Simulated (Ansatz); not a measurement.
An Ansatz input:

```yaml
crystal:
  lattice:
    - [0.0, 2.483755229, 2.483755229]
    - [2.483755229, 0.0, 2.483755229]
    - [2.483755229, 2.483755229, 0.0]
  atoms:
    - { symbol: Fe, position: [0.125, 0.125, 0.125], spin: 2.5 }
    - { symbol: Fe, position: [0.875, 0.875, 0.875], spin: 2.5 }
hamiltonian:
  xc: revpbe
  pseudopotentials:
    kind: paw
    azcp:
      Fe: "pseudopotentials/Fe.paw.azcp"
basis:
  ecutwfc: 420
  fft_grid_basis: typed
kpoints:
  mp_grid: { grid: [13, 13, 13], shift: [0, 0, 0] }
magnetization:
  spin_polarized: true
scf:
  occupations: { method: fermi_dirac, width: 0.05 }
  lower_state_search: "off"
output:
  stress: true
```

and its output:

```
Engine: ansatz 0.2.0, x86_64-unknown-linux-gnu
Pseudopotentials: kind: paw
Pseudopotential: Fe, paw, valence charge 16, recommended cutoff 420 eV (normal) 
Functional definition: revPBE
  parameter kappa = 1.245
  parameter beta = 0.06672455060314922
  exchange = pbe_x(kappa = kappa, mu = beta*pi^2/3)
  correlation = pbe_c(beta = beta)
Crystal: 2 atoms, lattice volume = 30.645 Å³
Basis set: ecut = 420 eV, 609 PW (Γ)
Bands: 23, of which v1, the nominal top of the filled ones, is band 16 counted from 1 (15 counted from 0)
Symmetry: 48 space group operations
Space group: Fd-3m (ITA 227), of the structure as read, at distance tolerance 3.1e-5 Å
Magnetic group: BNS 227.128 (UNI 1630), of the structure as read, at distance tolerance 3.1e-5 Å
k-points: 84 of 2197
Non-local potential: Fe, projectors of the file, l = 0: 3, l = 1: 2, l = 2: 3, l = 3: 1
PAW form: soft (Blöchl's): semilocal exchange-correlation on the pseudo side does not see the compensation charge
PAW frozen core: Fe, regenerated for the run's functional, and the local potential with it (the file was generated under x = pbe(κ = 0.804, μ = 0.2195149727645171), c = pbe(β = 0.06672455060314922))
PAW one-centre angular grid: Fe, 590 points (default); XC on 64 Gauss nodes
Initial density: superposition of atomic densities (chi_scale 0.1, normalization cell)
Starting moments: Σ|m| = 5 μB on 2 of 2 sites
Initial wavefunctions: pseudopotential atomic-orbital guess
Functional: x = revpbe(κ = 1.245, μ = 0.2195149727645171), c = pbe(β = 0.06672455060314922)
SCF iter   1: F=—  HF=-8964.263429 eV  |F-HF|=—  |Δ(HF+E_count)|=         —  Δρ=9.77e-2 (↑6.59e-2 ↓9.77e-2)  dr2=1.09e0  dr2_m=1.75e0  M=3.129 μB ∫|m|=3.131 μB  β_m=0.30  ethr=3.10e-3  ⟨swp⟩=5.4  Hψ=14680  notcnv=0
spin=Collinear: Kerker preconditioning applied to the charge; magnetization (m = ρ↑ − ρ↓) channel mixes plain (no charge-response kernel on spin).
SCF iter   2: F=—  HF=-8964.405777 eV  |F-HF|=—  |Δ(HF+E_count)|=   1.42e-1  Δρ=9.39e-2 (↑9.39e-2 ↓8.48e-2)  dr2=3.83e-1  dr2_m=2.13e0  M=2.471 μB ∫|m|=2.510 μB  β_m=0.30  ethr=3.10e-3  ⟨swp⟩=2.0  Hψ=6107  notcnv=0  defer=132
SCF iter   3: F=—  HF=-8964.599773 eV  |F-HF|=—  |Δ(HF+E_count)|=   1.94e-1  Δρ=8.16e-2 (↑8.16e-2 ↓7.47e-2)  dr2=2.14e-1  dr2_m=1.66e0  M=2.147 μB ∫|m|=2.219 μB  β_m=0.30  ethr=1.20e-3  ⟨swp⟩=1.6  Hψ=4277  notcnv=0  defer=132
SCF iter   4: F=—  HF=-8964.719223 eV  |F-HF|=—  |Δ(HF+E_count)|=   1.19e-1  Δρ=6.71e-2 (↑5.67e-2 ↓6.71e-2)  dr2=2.96e-2  dr2_m=1.07e0  M=1.985 μB ∫|m|=2.067 μB  β_m=0.30  ethr=6.69e-4  ⟨swp⟩=2.7  Hψ=6974  notcnv=0  defer=132
SCF iter   5: F=—  HF=-8964.822702 eV  |F-HF|=—  |Δ(HF+E_count)|=   1.03e-1  Δρ=5.33e-2 (↑5.30e-2 ↓5.33e-2)  dr2=4.56e-3  dr2_m=7.92e-1  M=1.816 μB ∫|m|=1.898 μB  β_m=0.30  ethr=9.25e-5  ⟨swp⟩=2.0  Hψ=5528  notcnv=0  defer=132
...
iter 20 did not close the SCF: its close was put off for a magnetic moment that had not settled (scf_convergence_deferred on its scf_iter line)
SCF iter  20: F=-8965.180095 eV  HF=-8965.180095 eV  |F-HF|=7.32e-9  |Δ(HF+E_count)|=   3.39e-8  Δρ=6.34e-6 (↑6.34e-6 ↓1.77e-6)  dr2=1.30e-8  dr2_m=3.38e-9  M=0.000 μB ∫|m|=0.000 μB  β_m=0.96  ethr=2.61e-10  ⟨swp⟩=2.0  Hψ=11921  notcnv=0
iter 21 did not close the SCF: its close was put off for a magnetic moment that had not settled (scf_convergence_deferred on its scf_iter line)
SCF iter  21: F=-8965.180095 eV  HF=-8965.180095 eV  |F-HF|=1.04e-9  |Δ(HF+E_count)|=   3.91e-9  Δρ=2.27e-6 (↑1.19e-6 ↓2.27e-6)  dr2=1.88e-9  dr2_m=1.01e-10  M=0.000 μB ∫|m|=0.000 μB  β_m=0.98  ethr=4.06e-11  ⟨swp⟩=2.0  Hψ=11049  notcnv=0
SCF iter  22: F=-8965.180095 eV  HF=-8965.180095 eV  |F-HF|=1.82e-12  |Δ(HF+E_count)|=  3.64e-12  Δρ=1.83e-7 (↑1.33e-7 ↓1.83e-7)  dr2=9.04e-12  dr2_m=3.83e-12  M=0.000 μB ∫|m|=0.000 μB  ethr=5.87e-12  ⟨swp⟩=1.2  Hψ=9817  notcnv=0
WARN: the starting moments were not kept: the SCF closed with an absolute magnetisation of 8.4e-6 μB, where they sum to 5 μB in size (2 sites). That is at most 0.1 of that sum. Measured as dr2_m measures the in/out step, that magnetisation stands 5.3e-11 eV from none, at or under the dr2_threshold of 1.0e-7 eV: it is no larger than a step whose dr2_m would equal this threshold. The system may hold no moment; this SCF shows only that its start led to no more than that. To try another start: raise the starting moments (crystal.atoms[].spin, magnetization.per_species, magnetization.initial_magnetization, or on a non-collinear deck that types none of these the spinor_matrix: blocks that start its atoms; where the total moment is fixed, keep their sum and leave initial_magnetization as it is; typed ones take the place of any that the run laid by itself, positive ones on a crystal's lanthanoids without a Hubbard term where scf.initial_density.shell_occupations: [] is typed) or, if the notice of its spin-set hold's release reads "site moments contracting" or "site moments show no strong build", lengthen the hold (scf.mixing.spin_hold: { on: { confirm: 4 } }; for m-r²SCAN on two components see the key's manual first). Each may lead to a state that holds a moment. A second SCF, from the converged charge density, with the starting moments and any scf.initial_density.shell_occupations laid on it anew, would have followed, and was not run: the deck does not ask for one (magnetization.retry_lost_moments is false, the default). To let it run, set magnetization.retry_lost_moments: true and run the deck again, where that key's refused combinations let it; where memory then withholds it, that run's warning says so.
SCF 1 converged in 22 iterations: F = -8965.180095 eV  dr2 = 9.04e-12
SCF converged after 22 iterations
Magnetization: 0.0000 μB (16.0000 up, 16.0000 down)
Absolute magnetization: 0.0000 μB (∫|ρ↑−ρ↓|, with the PAW one-centre terms)
Spin contamination: 0.0000 ħ² per cell (⟨S²⟩ above its minimum at these occupations)
Per-site moments (μB) at R_I (Å): [(3.514692472686546e-6, 0.8872854891022799), (3.514692472682063e-6, 0.8872854891022799)]
Free energy (F): -8965.180095 eV
Harris-Foulkes:  -8965.180095 eV  (|F-HF|=1.82e-12)
Internal energy: -8965.157818 eV  (E = F + TS)
E sigma→0 (E₀):  -8965.168957 eV
Entropy (-TS):   -0.022277 eV (-11.139 meV/atom)
Fermi energy:    12.641435 eV
--- Per-component energies (eV) ---
  E_band       = -611.833545
  E_kinetic    = 708.936123
  E_local      = -5418.199397  (includes V_loc(G=0)·N_el)
  E_nonlocal   = 433.284645
  E_hartree    = 2283.993986
  E_xc         = -234.805338
  E_vxc        = -301.891275  (∫ρ·V_xc dr)
  E_paw        = -2740.845028  (= ΣΔE_a)
  E_vpaw       = -601.953283  (= ΣTr[D̂ρ^β])
  E_aug_tail   = 0.001608  (compensation charges beyond the density's cutoff)
  E_ewald      = -3997.455785
  E_core_change = -0.068632  (= ΣΔE_core)
  E_smearing   = -0.022277  (= −TS)
  E_closure    = 0.000000  (closes the sum)
  Σ components = -8965.180095   (vs F -8965.180095, Δ=0.00e0)
--- Stress (GPa, compression-positive) ---
       -5.293306      -0.000000      -0.000000
        0.000000      -5.293306      -0.000000
        0.000000      -0.000000      -5.293306
  P = ⅓ Tr σ = -5.2933 GPa (-52.933 kbar)
```
